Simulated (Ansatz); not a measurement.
The cell is COD entry 1539232, as deposited and not checked against the literature; nothing was relaxed. The listed cell was then made from it by scaling, straining or moving an atom.

An input for HgTe: DFT, LDA, all-electron LAPW, scalar-relativistic (Ansatz 0.2.0).

Command: `ansatz run input.yaml --threads 1 --pin off --max-ram 3072MiB --backend cpu --events-out ev --progress --plain --runs-dir out` The run took 75 s on 1 thread of Intel(R) Xeon(R) 6975P-C (Granite Rapids), on a shared host, peak memory 0.82 GiB.

```yaml
crystal:
  lattice:
    - [0.096705, 3.2718525, 3.2718525]
    - [3.2718525, 0.096705, 3.2718525]
    - [3.2718525, 3.2718525, 0.096705]
  atoms:
    - { symbol: Hg, position: [0.0, 0.0, 0.0] }
    - { symbol: Te, position: [0.75, 0.75, 0.75] }
kpoints:
  mp_grid: { grid: [11, 11, 11] }
  band_path:
    path:
      - [0.0, 0.0, 0.0]
      - [-0.5, -0.5, -0.5]
      - [-0.5, -0.2428775097, -0.7571224903]
      - [-0.2428775097, 0.2428775097, -0.5]
      - [0.0, 0.0, -0.5]
      - [0.0, 0.0, 0.0]
      - [0.0, 0.3714387548, -0.3714387548]
      - [-0.3714387548, 0.0, -0.6285612452]
      - [-0.5, 0.0, -0.5]
    npoints: 5
scf:
  occupations: { method: fermi_dirac, width: 0.03 }
hamiltonian:
  xc: lda
  pseudopotentials: { kind: all_electron, lapw: { basis_error: 0.0005 } }
output:
  forces: true
  stress: true
  eigenvalues: true
```

Set-up and iterations as logged by Ansatz (the results part is left out, to be predicted):

```
LAPW: plane waves up to 8.682 Å⁻¹, error target 5.0e-4 eV per atom; small_component_spin mean_spin; Te in spheres of 1.366 Å, 24 of its electrons in bands, Dirac shells []; Hg in spheres of 1.398 Å, 44 of its electrons in bands, Dirac shells []
Engine: ansatz 0.2.0
Pseudopotentials: kind: all_electron
Pseudopotential: Hg, LAPW, valence charge 44, Koelling and Harmon's equation, gaussian nucleus
Pseudopotential: Te, LAPW, valence charge 24, Koelling and Harmon's equation, gaussian nucleus
Functional definition: SPW92
  exchange = slater_x
  correlation = pw_c
Crystal: 2 atoms, lattice volume = 66.946 Å³
Basis set: ecut = 287.1710477107559 eV, 749 PW (Γ), FFT grids on a1−a3, a2−a3, a3, exchange–correlation at level 2
Bands: 41, of which v1, the nominal top of the filled ones, is band 34 counted from 1 (33 counted from 0)
Symmetry: 6 space group operations
Space group: R3m (ITA 160), of the structure as read, at distance tolerance 4.1e-5 Å
k-points: 146 of 1331 (time reversal used)
Non-local potential: Hg, projectors of the file, none
Non-local potential: Te, projectors of the file, none
Initial density: superposition of atomic densities (chi_scale 0.1, normalization cell, long waves kept (reshape's long-wave potential 0.00 eV rms))
Initial wavefunctions: plane waves of lowest kinetic energy (no species holds an atomic orbital)
Functional: x = slater, c = lda
iter 1 solved again at ethr=5.57e-4 eV; its pass at ethr=1.00e-1 eV (dr2=3.79e-1 eV) is discarded
SCF iter   1: F=—  HF=-718271.258152 eV  |F-HF|=—  |Δ(HF+E_count)|=         —  Δρ=1.83e-2  dr2=3.80e-1  ethr=5.57e-4  ⟨swp⟩=2.5  Hψ=37358  notcnv=0
SCF iter   2: F=—  HF=-718271.051676 eV  |F-HF|=—  |Δ(HF+E_count)|=   2.06e-1  Δρ=7.37e-3  dr2=4.47e-2  ethr=5.57e-4  ⟨swp⟩=2.2  Hψ=18422  notcnv=0
SCF iter   3: F=—  HF=-718271.034755 eV  |F-HF|=—  |Δ(HF+E_count)|=   1.69e-2  Δρ=5.02e-3  dr2=2.36e-2  ethr=6.57e-5  ⟨swp⟩=2.0  Hψ=17514  notcnv=0
iter 4 solved again at ethr=1.85e-6 eV; its pass at ethr=3.47e-5 eV (dr2=1.26e-3 eV) is discarded
SCF iter   4: F=—  HF=-718271.028504 eV  |F-HF|=—  |Δ(HF+E_count)|=         —  Δρ=1.31e-3  dr2=1.25e-3  ethr=1.85e-6  ⟨swp⟩=2.0  Hψ=30636  notcnv=0
the basis was enlarged: its passes take 188.3 KiB over the memory plan, 1 of 1 planned eigensolver slots
SCF iter   5: F=—  HF=-718271.028263 eV  |F-HF|=—  |Δ(HF+E_count)|=   2.40e-4  Δρ=2.72e-4  dr2=4.18e-5  ethr=1.84e-6  ⟨swp⟩=2.0  Hψ=17375  notcnv=0
SCF iter   6: F=—  HF=-718271.028264 eV  |F-HF|=—  |Δ(HF+E_count)|=   8.28e-7  Δρ=8.33e-5  dr2=6.11e-6  ethr=6.15e-8  ⟨swp⟩=2.0  Hψ=17376  notcnv=0
SCF iter   7: F=—  HF=-718271.028265 eV  |F-HF|=—  |Δ(HF+E_count)|=   8.27e-7  Δρ=3.26e-5  dr2=9.77e-7  ethr=8.98e-9  ⟨swp⟩=2.0  Hψ=17375  notcnv=0
SCF iter   8: F=-718271.028265 eV  HF=-718271.028265 eV  |F-HF|=1.16e-8  |Δ(HF+E_count)|=   3.03e-7  Δρ=7.86e-6  dr2=6.24e-8  ethr=1.44e-9  ⟨swp⟩=2.2  Hψ=17400  notcnv=0
```

Q: What pressure will this run report?

A: -0.05 GPa (positive in compression).

Q: How large will the largest force be?

A: 0.227 eV/Å.

Q: Is there a band gap?

A: None at this level of theory (metallic, semimetallic, or a small gap that the functional closes).
